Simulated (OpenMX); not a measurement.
The system is BaTiO3 (Barioperovskite).

```
CELL_PARAMETERS angstrom
3.98550 0.00000 0.00000
0.00000 2.83690 2.84515
0.00000 -2.83690 2.84515
ATOMIC_POSITIONS crystal
Ba 0.00000 0.00000 0.00000
Ti 0.50000 0.51240 0.51240
O 0.50000 0.99184 0.50524
O 0.50000 0.50524 0.99184
O 0.00000 0.48740 0.48740
```

Base run:

| Item | Value |
| --- | --- |
| Program | OpenMX 3.8.5 |
| Functional | PBE |
| Potentials or basis | OpenMX 2013 PBE set, Ba10.0-s3p2d2, Ti7.0-s3p2d2, O6.0-s2p2d1, grid cutoff 400 Ry |
| k mesh | 5 × 5 × 5 |
| Occupations | fermi-dirac, width 0.05 eV |
| Spin | no spin polarisation |

Its results: band gap on the k mesh 1.62 eV, indirect (least direct gap 1.80 eV); pressure 3.8 GPa; largest force 0.483 eV/Å.

**Question.** The run is repeated on the same cell with these changes: functional from PBE to LDA; potentials or basis from OpenMX 2013 PBE set, Ba10.0-s3p2d2, Ti7.0-s3p2d2, O6.0-s2p2d1, grid cutoff 400 Ry to OpenMX 2013 LDA set, Ba10.0-s3p2d2, Ti7.0-s3p2d2, O6.0-s2p2d1, grid cutoff 400 Ry. What comes out?

**Answer.** Band gap on the k mesh 1.55 eV, indirect (least direct gap 1.73 eV); pressure -6.6 GPa; largest force 0.554 eV/Å.

Caveats: spin-orbit coupling is left out, which moves the levels of the heavy elements; the mesh misses the band edges, which the band path finds closer together; the basis of atomic orbitals isn't converged, which shifts pressures, moduli and gaps.
